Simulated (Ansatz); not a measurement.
# Phase order of Au (with spin–orbit coupling)

Structure types of Au are relaxed in primitive cells with their symmetry kept at 0 GPa, first on PAW files, then by LAPW. The enthalpy is E + pV at zero temperature, without zero-point motion. Only the types listed were tried, and differences under about 5 meV/atom are mesh noise.

Computed with Ansatz 0.2.0; functional PBE, with spin–orbit coupling. Settings: Fermi–Dirac smearing of 0.05 eV, no spin polarisation. Methods: LAPW: all electrons, basis error target 0.5 meV/atom; PAW: frozen-core files, cutoff 420 eV.

k meshes: fcc 17×17×17, bcc 18×18×18, hcp 16×16×9, sc 15×15×15, diamond 13×13×13.

Order the types by LAPW enthalpy, lowest first.
A. diamond
B. sc
C. fcc
D. bcc
E. hcp

C (0 meV/atom), E (10 meV/atom), D (18 meV/atom), B (205 meV/atom), A (738 meV/atom).

```tsv
start type	ends as	a, b, c (Å)	V (Å³/atom)	H − H(lowest), LAPW (meV/atom)	same, PAW
fcc	fcc, Fm-3m	4.143, 4.143, 4.143	17.78	0.0	0.0
bcc	bcc, Im-3m	3.292, 3.292, 3.292	17.83	18.1	18.1
hcp	hcp, P6_3/mmc	2.919, 2.919, 4.830	17.82	9.9	9.9
sc	sc, Pm-3m	2.738, 2.738, 2.738	20.52	204.9	204.9
diamond	diamond, Fd-3m	6.126, 6.126, 6.126	28.74	738.2	737.9
```
